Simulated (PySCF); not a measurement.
Geometries of 6 isomers of C5H5N, from PySCF, PBE0-D3(BJ)/def2-SVP geometry optimisation, gas phase. One conformer each, no zero-point energy, no frequencies.

Question: Which isomer lies lowest at this level?
A.
```xyz
11
angstrom
C      3.301    0.152   -0.286
C      2.172   -0.296   -0.262
C      0.871   -0.854   -0.240
C     -0.254   -0.140   -0.021
N     -1.488   -0.763   -0.016
C     -2.523   -0.053    0.195
H      4.296    0.556   -0.307
H      0.764   -1.931   -0.411
H     -0.197    0.947    0.156
H     -3.511   -0.529    0.203
H     -2.484    1.040    0.375
```
B.
```xyz
11
angstrom
N      3.088    0.290    0.495
C      1.950    0.140    0.323
C      0.558   -0.012    0.092
C     -0.360   -0.924    0.474
C     -1.489   -0.239   -0.246
C     -0.436    0.819   -0.692
H     -0.300   -1.828    1.084
H     -2.296    0.148    0.397
H     -1.947   -0.816   -1.066
H     -0.600    1.837   -0.308
H     -0.251    0.870   -1.776
```
C.
```xyz
11
angstrom
C      3.633   -0.304    0.488
C      2.446   -0.274    0.223
C      1.108   -0.239   -0.079
C     -0.082   -0.219   -0.340
C     -1.496   -0.156   -0.688
N     -2.251    0.663    0.242
H      4.680   -0.331    0.725
H     -1.899   -1.184   -0.660
H     -1.557    0.159   -1.754
H     -3.230    0.680   -0.032
H     -1.917    1.624    0.214
```
D.
```xyz
11
angstrom
C      1.495    0.143    0.117
C      0.062   -0.147   -0.010
C     -0.964   -0.753   -0.516
C     -1.282    0.280    0.531
C     -1.835    1.568    0.156
N     -2.266    2.602   -0.142
H      1.833   -0.035    1.150
H      2.091   -0.475   -0.567
H      1.683    1.206   -0.105
H     -1.421   -1.468   -1.193
H     -1.591   -0.032    1.541
```
E.
```xyz
11
angstrom
C      0.080    1.151   -0.021
C      1.231    0.368    0.005
C      1.087   -1.020    0.030
N     -0.092   -1.637    0.030
C     -1.186   -0.881    0.004
C     -1.159    0.514   -0.023
H      0.147    2.242   -0.041
H      2.225    0.820    0.007
H      1.974   -1.664    0.052
H     -2.146   -1.411    0.003
H     -2.090    1.085   -0.043
```
F.
```xyz
11
angstrom
C      2.548    0.085    0.715
C      1.425   -0.218    0.382
C      0.067   -0.560   -0.014
C     -0.905    0.613    0.192
C     -2.266    0.276   -0.202
N     -3.339   -0.015   -0.522
H      3.549    0.345    1.009
H      0.055   -0.867   -1.073
H     -0.280   -1.433    0.563
H     -0.909    0.920    1.250
H     -0.574    1.487   -0.389
```

Answer: E. That is `C1=CC=NC=C1`, 43.0 kcal/mol below the next.

```csv
SMILES,atoms numbered as above,E (Eh),relative (kcal/mol),relative (kJ/mol),dipole (D)
c1ccncc1,[cH:1]1[cH:2][cH:3][n:4][cH:5][cH:6]1,-247.81918,0.0,0.0,2.17
N#CC1=CCC1,[N:1]#[C:2][C:3]1=[CH:4][CH2:5][CH2:6]1,-247.75070,43.0,179.8,4.31
C#CCCC#N,[CH:1]#[C:2][CH2:3][CH2:4][C:5]#[N:6],-247.72554,58.8,245.8,3.36
CC1=C[C@@H]1C#N,[CH3:1][C:2]1=[CH:3][C@@H:4]1[C:5]#[N:6],-247.71941,62.6,261.9,4.67
C#C/C=C/N=C,[CH:1]#[C:2]/[CH:3]=[CH:4]/[N:5]=[CH2:6],-247.69792,76.1,318.4,1.52
C#CC#CCN,[CH:1]#[C:2][C:3]#[C:4][CH2:5][NH2:6],-247.67242,92.1,385.3,2.00
```

As drawn, the lowest has an aromatic ring, which the highest lacks; the highest has a C≡C bond and an N–H bond, which the lowest lacks.
